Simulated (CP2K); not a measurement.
## TiC in CP2K: the effect of functional

The system is TiC.

```
CELL_PARAMETERS angstrom
3.06279 0.00000 0.00000
1.53139 2.65245 0.00000
1.53139 0.88415 2.50076
ATOMIC_POSITIONS crystal
Ti 0.00000 0.00000 0.00000
C 0.50000 0.50000 0.50000
```

The cell is a database's computed one.

Alike in all runs:

```yaml
Program: CP2K 2026.2
Task: atomic charges
Potentials_or_basis: POTENTIAL_UZH Ti GTH-PBE-q12, C GTH-PBE-q4; TZVP-MOLOPT-PBE-GTH basis
Density_cutoff: 9184 eV
k_mesh: 11 × 11 × 11
Occupations: fermi-dirac, width 0.05 eV
Spin: no spin polarisation
```

Q: One run gave: pressure -5.4 GPa. Which functional did it use?
A. vdW-DF-cx
B. PBEsol
C. r2SCAN
D. BEEF-vdW
E. PW91

A: B.

```tsv
functional	pressure (GPa)
PBE	0.8
LDA	-9.4
PBEsol	-5.4
PW91	0.8
BEEF-vdW	0.3
vdW-DF-cx	-3.8
r2SCAN	-0.3
```

Caveats: the basis of atomic orbitals isn't converged, which shifts pressures, moduli and gaps; the potentials were made for another functional, which shifts forces and pressure (some runs).

Not every run made on this cell is shown here.
